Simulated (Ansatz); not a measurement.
# TiB2 under changes of volume

One of the cells (8.552 Å³/atom); the others are scaled copies at fixed shape and fractional positions:

```
Ti B
1.0
     3.02920    0.00000    0.00000
    -1.51460    2.62336    0.00000
     0.00000    0.00000    3.22840
Ti B
1 2
Cartesian
  0.0000 0.0000 0.0000
  1.5146 0.8745 1.6142
  0.0000 1.7489 1.6142
```

| Quantity | Value |
| --- | --- |
| Program | Ansatz 0.2.0 |
| Functional | PBE |
| Potentials or basis | all-electron LAPW, scalar-relativistic |
| Cutoff | 310 eV (chosen from the basis error) |
| Basis error allowed | 0.001 eV/atom |
| k mesh | 10 × 10 × 8 |
| Occupations | fermi-dirac, width 0.05 eV |
| Spin | no spin polarisation |

| volume (Å³/atom) | energy over the lowest point (meV/atom) | pressure (GPa) |
| --- | --- | --- |
| 8.039 | 28.18 | 18.2 |
| 8.210 | 12.34 | 11.6 |
| 8.381 | 3.16 | 5.7 |
| 8.552 | 0.00 | 0.3 |
| 8.723 | 2.32 | -4.6 |
| 8.894 | ? | ? |
| 9.065 | 21.40 | -13.0 |

What does the run at 8.894 Å³/atom give?

Energy over the lowest point 9.60 meV/atom; pressure -9.0 GPa.

Worked out: A Birch-Murnaghan fit of order 3 (a polynomial in V^(-2/3)) to the other rows has its minimum at 8.56 Å³/atom with B0 = V·E''(V) = 255 GPa and B' = 3.9 at fixed shape and positions, which overstates the stiffness. It gives 9.60 meV/atom at 8.894 Å³/atom, against the run's 9.60, and -dE/dV = -9.0 GPa, against -9.0.

Energies are extrapolated to zero smearing.

The runs don't all hold the same shells in valence.
